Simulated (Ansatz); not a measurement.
# Al (P6_3/mmc) in Ansatz: notebook, part 2 of 2

Ansatz 0.2.0. The steps go on from the part before.

## 4. Relaxation of cell and atoms, PBE

input.yaml reads:

```yaml
crystal:
  lattice:
    - [2.8124553515, 0.0, 0.0]
    - [-1.4062276757, 2.4356577814, 0.0]
    - [0.0, 0.0, 4.86685]
  atoms:
    - { symbol: Al, position: [0.3333333333, 0.6666666667, 0.25] }
    - { symbol: Al, position: [0.6666666667, 0.3333333333, 0.75] }
hamiltonian:
  xc: pbe
  pseudopotentials: { kind: paw }
kpoints:
  mp_grid: { grid: [11, 11, 6] }
scf:
  occupations: { method: fermi_dirac, width: 0.05 }
output:
  forces: true
  stress: true
  eigenvalues: true
relax:
  f_tol: 0.01
  max_steps: 40
  cell: { stress_tol: 0.05 }
```

Potentials or basis: Ansatz PAW.

Command:

```sh
$ ansatz run input.yaml --threads 2 --pin off --max-ram 5632MiB --backend cpu --events-out ev --progress --plain --runs-dir out
```

The program printed:

```text
Warning: RAYON_NUM_THREADS=2 ignored (pool sized by the plan → 2); use --threads N
Engine: ansatz 0.2.0, x86_64-unknown-linux-gnu
Pseudopotentials: kind: paw
Pseudopotential: Al, paw, valence charge 3, recommended cutoff 420 eV (normal), Al.paw.azcp
Functional definition: PBE
  parameter kappa = 0.804
  parameter beta = 0.06672455060314922
  exchange = pbe_x(kappa = kappa, mu = beta*pi^2/3)
  correlation = pbe_c(beta = beta)
Crystal: 2 atoms, lattice volume = 33.339 Å³
Basis set: ecut = 420 eV, 665 PW (Γ), exchange–correlation on 40×40×72 points (8 copies of the dense FFT grid, shifted against one another)
Bands: 7, of which v1, the nominal top of the filled ones, is band 3 counted from 1 (2 counted from 0)
Symmetry: 24 space group operations
Space group: P63/mmc (ITA 194), of the structure as read, at distance tolerance 3.2e-5 Å
k-points: 64 of 726
Non-local potential: Al, projectors of the file, l = 0: 2, l = 1: 2, l = 2: 1
PAW form: soft (Blöchl's): semilocal exchange-correlation on the pseudo side does not see the compensation charge
PAW one-centre angular grid: Al, 110 points (default); XC on 64 Gauss nodes
Initial density: superposition of atomic densities (neutral atoms: chi_scale 0, normalization atom), corrected by the library's trained network
Initial wavefunctions: pseudopotential atomic-orbital guess
Functional: x = pbe(κ = 0.804, μ = 0.2195149727645171), c = pbe(β = 0.06672455060314922)
SCF iter   1: F=—  HF=-1074.949202 eV  |F-HF|=—  |Δ(HF+E_count)|=         —  Δρ=1.64e-3  dr2=1.03e-3  ethr=1.77e-3  ⟨swp⟩=5.4  Hψ=3771  notcnv=0
preconditioner: auto → none  [insulator: Δε(μ)=0.210 eV  Ē_g=8.975 eV  σ=0.050 eV  W_gap=0.74  n_scr=2 (ndim 8)  ℏωp=15.8 eV  f_vac=0.000  D(μ)=0.49/eV (n_scr^D=2)  ε∞_Penn≈4.1]
SCF iter   2: F=—  HF=-1074.949057 eV  |F-HF|=—  |Δ(HF+E_count)|=   1.45e-4  Δρ=6.81e-4  dr2=1.62e-4  ethr=1.71e-5  ⟨swp⟩=1.2  Hψ=976  notcnv=0
SCF iter   3: F=—  HF=-1074.949034 eV  |F-HF|=—  |Δ(HF+E_count)|=   2.27e-5  Δρ=4.96e-5  dr2=3.26e-7  ethr=2.71e-6  ⟨swp⟩=1.4  Hψ=498  notcnv=0
SCF iter   4: F=—  HF=-1074.949026 eV  |F-HF|=—  |Δ(HF+E_count)|=   8.36e-6  Δρ=7.21e-6  dr2=7.61e-9  ethr=5.43e-9  ⟨swp⟩=2.3  Hψ=625  notcnv=0
iter 5 did not close the SCF: its close was put off for the readings that it lacked (scf_convergence_deferred on its scf_iter line)
SCF iter   5: F=-1074.949026 eV  HF=-1074.949026 eV  |F-HF|=1.64e-11  |Δ(HF+E_count)|=   9.00e-9  Δρ=4.46e-7  dr2=6.66e-11  ethr=1.27e-10  ⟨swp⟩=2.0  Hψ=628  notcnv=0
SCF iter   6: F=-1074.949026 eV  HF=-1074.949026 eV  |F-HF|=2.27e-13  |Δ(HF+E_count)|=  1.48e-11  Δρ=5.64e-8  dr2=7.43e-13  ethr=1.11e-12  ⟨swp⟩=1.5  Hψ=1487  notcnv=0
SCF 1 converged in 6 iterations: F = -1074.949026 eV  dr2 = 7.43e-13
relax step   1: F+E_penalty+E_count = -1074.94902556 eV  Δ(F+E_penalty+E_count) = +0.000e0 eV  max|allowed force component| = 1.619e-17 eV/Å  Δτ_max = 0.0000 Å  P = +0.160 GPa  Ω = 33.339 Å³  (6 SCF iters, dr2 threshold 1.00e-7 eV, accepted)
Crystal: 2 atoms, lattice volume = 33.181 Å³
Basis set: ecut = 420 eV, 651 PW (Γ), exchange–correlation on 40×40×72 points (8 copies of the dense FFT grid, shifted against one another)
[... 59 lines left out ...]
SCF converged after 5 iterations
Free energy (F): -1074.967988 eV
Harris-Foulkes:  -1074.967988 eV  (|F-HF|=2.27e-13)
Internal energy: -1074.962742 eV  (E = F + TS)
E sigma→0 (E₀):  -1074.965365 eV
Entropy (-TS):   -0.005246 eV (-2.623 meV/atom)
Fermi energy:    7.863732 eV
--- Per-component energies (eV) ---
  E_band       = 20.791086
  E_kinetic    = 45.198878
  E_local      = 19.513431  (includes V_loc(G=0)·N_el)
  E_nonlocal   = 20.760178
  E_hartree    = 0.191334
  E_xc         = -79.363251
  E_vxc        = -57.768573  (∫ρ·V_xc dr)
  E_paw        = -934.638053  (= ΣΔE_a)
  E_vpaw       = -7.295491  (= ΣTr[D̂ρ^β])
  E_aug_tail   = -0.000004  (compensation charges beyond the density's cutoff)
  E_ewald      = -146.625255
  E_smearing   = -0.005246  (= −TS)
  E_closure    = 0.000000  (closes the sum)
  Σ components = -1074.967988   (vs F -1074.967988, Δ=0.00e0)
--- Forces (eV/Å), atoms counted from 1 ---
  atom   1  Al     0.00000000    -0.00000000    -0.00000000
  atom   2  Al    -0.00000000     0.00000000     0.00000000
  max |Σ_I F_I| component: 2.31e-18 eV/Å
--- Stress (GPa, compression-positive) ---
        0.021035       0.000000       0.000000
        0.000000       0.021035       0.000000
        0.000000       0.000000      -0.033783
  P = ⅓ Tr σ = 0.0028 GPa (0.028 kbar)
--- Band table (eV; the first three rows and the last of 64) ---
  k-point 0: bands = ["-3.2145", "3.2432", "3.3397", "18.5420", "18.5420", "18.8939", "18.8939"]
  k-point 1: bands = ["-3.0299", "1.3322", "5.5764", "17.4148", "18.6839", "18.6839", "19.0495"]
  k-point 2: bands = ["-2.4775", "-0.2886", "8.1711", "14.1827", "19.1046", "19.1046", "19.4929"]
  k-point 63: bands = ["5.1866", "5.1866", "5.9509", "5.9509", "7.8350", "7.8350", "17.4244"]
--- Relaxed structure (6 steps of the walk, 5 accepted, 1 SCFs on fresh bases) ---
  F+E_penalty+E_count = -1074.96798814 eV   max|allowed force component| = 1.966e-17 eV/Å   (the final SCF, on the basis selected at the relaxed cell)
  cell:  # Å, volume = 33.2685 Å³
    - [2.853737227992581, -2.929120710364389e-11, -8.589398824562311e-30]
    - [-1.4268686139709237, 2.4714089351816053, 7.25212018441943e-19]
    - [9.3194110976835e-33, 1.4490944248737537e-18, 4.717099545705776]
  atoms:
    - { symbol: Al, position: [0.33333333333333337, 0.6666666666666666, 0.25] }
    - { symbol: Al, position: [0.6666666666666667, 0.33333333333333337, 0.75] }
```

Wall time 4.5 s (2 threads of Intel Xeon at 2.70GHz, shared host); peak memory 0.32 GiB.

Results:

* Free energy: -1074.9680 eV
* Relaxed volume: 16.63 Å³/atom
* Relaxed cell: a = 2.854 Å, b = 2.854 Å, c = 4.717 Å, α = 90.00°, β = 90.00°, γ = 120.00°
* Space group after relaxing (to 0.05 Å): P6_3/mmc (No. 194)
* Energy gained by relaxing: 9.5 meV/atom
* Ionic steps: 6
* Pressure after relaxing: 0.0 GPa
* Band gap on the k mesh: none (metal or under the smearing width)

Step by step:
| step | energy change (eV) | largest force (eV/Å) | volume (Å³) |
| --- | --- | --- | --- |
| 1 | 0.0000 | 0.0000 | 33.34 |
| 2 | -0.0176 | 0.0000 | 33.18 |
| 3 | -0.0186 | 0.0000 | 33.36 |
| 4 | -0.0188 | 0.0000 | 33.26 |
| 5 | -0.0188 | 0.0000 | 33.27 |
| 6 | -0.0190 | 0.0000 | 33.27 |

Final structure:
```cif
data_structure
_symmetry_space_group_name_H-M 'P 1'
_symmetry_Int_Tables_number 1
_cell_length_a 2.8537
_cell_length_b 2.8537
_cell_length_c 4.7171
_cell_angle_alpha 90.000
_cell_angle_beta 90.000
_cell_angle_gamma 120.000
_cell_volume 33.27
loop_
_atom_site_label
_atom_site_type_symbol
_atom_site_fract_x
_atom_site_fract_y
_atom_site_fract_z
_atom_site_occupancy
Al1 Al 0.33333 0.66667 0.25000 1
Al2 Al 0.66667 0.33333 0.75000 1
```

Caveat: the plane-wave basis is chosen anew once the cell has moved, so the energies of steps on either side of that aren't comparable.

## 5. Relaxation of the atoms, PBE (strained by +2 %)

Edit input.yaml of step 4 so:

```diff
@@ -2,4 +2,4 @@
   lattice:
-    - [2.8124553515, 0.0, 0.0]
-    - [-1.4062276757, 2.4356577814, 0.0]
+    - [2.8124553515, 0.0281245535, 0.0]
+    - [-1.3818710979, 2.4215955046, 0.0]
     - [0.0, 0.0, 4.86685]
@@ -22,2 +22 @@
   max_steps: 40
-  cell: { stress_tol: 0.05 }
```

Command:

```sh
$ ansatz run input.yaml --threads 2 --pin off --max-ram 5632MiB --backend cpu --events-out ev --progress --plain --runs-dir out
```

Wall time 3.4 s (2 threads of Intel Xeon at 2.70GHz, shared host); peak memory 0.38 GiB.

It converged, with:

| Quantity | Value |
| --- | --- |
| Free energy | -1074.9469 eV |
| Energy gained by relaxing | 0.0 meV/atom |
| Ionic steps | 2 |
| Pressure after relaxing | 0.2 GPa |
| Band gap on the k mesh | none (metal or under the smearing width) |

Forces in eV/Å, atoms in the order of the input:
```
Al  -0.002  0.000  0.000
Al   0.002  0.000  0.000
```

Stress tensor (GPa, compression positive):
```
 1.78 -0.97  0.00
-0.97  1.72  0.00
 0.00  0.00 -2.83
```

Final structure:
```
Al
1.0
     2.81246    0.02812    0.00000
    -1.38187    2.42160    0.00000
     0.00000    0.00000    4.86685
Al
2
Direct
  0.33333 0.66667 0.25000
  0.66667 0.33333 0.75000
```

Levels at points of the mesh, in eV from the Fermi level:
| k point | band 1 | band 2 | band 3 | band 4 | band 5 | band 6 | band 7 |
| --- | --- | --- | --- | --- | --- | --- | --- |
| (0.00, 0.00, 0.00) | -11.08 | -5.08 | -4.84 | 11.00 | 11.21 | 11.29 | 11.65 |
| (0.00, 0.00, -0.50) | -9.52 | -9.52 | 2.36 | 2.36 | 12.12 | 12.12 | 12.64 |

Caveat: the thresholds are loose for stress.

## 6. The runs side by side

```tsv
task	level	cell	target pressure (GPa)	gap on the mesh (eV)	pressure (GPa)
relaxation of cell and atoms	PBEsol	relaxed to 20 GPa	20	none	20.0
relaxation of cell and atoms	PBEsol	relaxed to 30 GPa	30	none	30.0
relaxation of cell and atoms	PBE	relaxed	-	none	0.0
relaxation of the atoms	PBE	atoms relaxed from: strained by +2 %	-	none	0.2
```

Alike in all rows: potentials or basis Ansatz PAW; no spin polarisation; k mesh 11 × 11 × 6; cutoff (eV) 420; smearing fermi-dirac 0.05 eV.

Caveats: the plane-wave basis is chosen anew once the cell has moved, so the energies of steps on either side of that aren't comparable (some runs); the volume moved by over 15 % at a fixed basis, so the end points are rough (some runs); the PAW data sets come from PBE, with cores solved anew for the run's functional, which leaves a small shift of forces and pressure (some runs); the thresholds are loose for stress (some runs).

Total energies depend on the potentials used, so only differences within one code and one set of settings carry meaning.
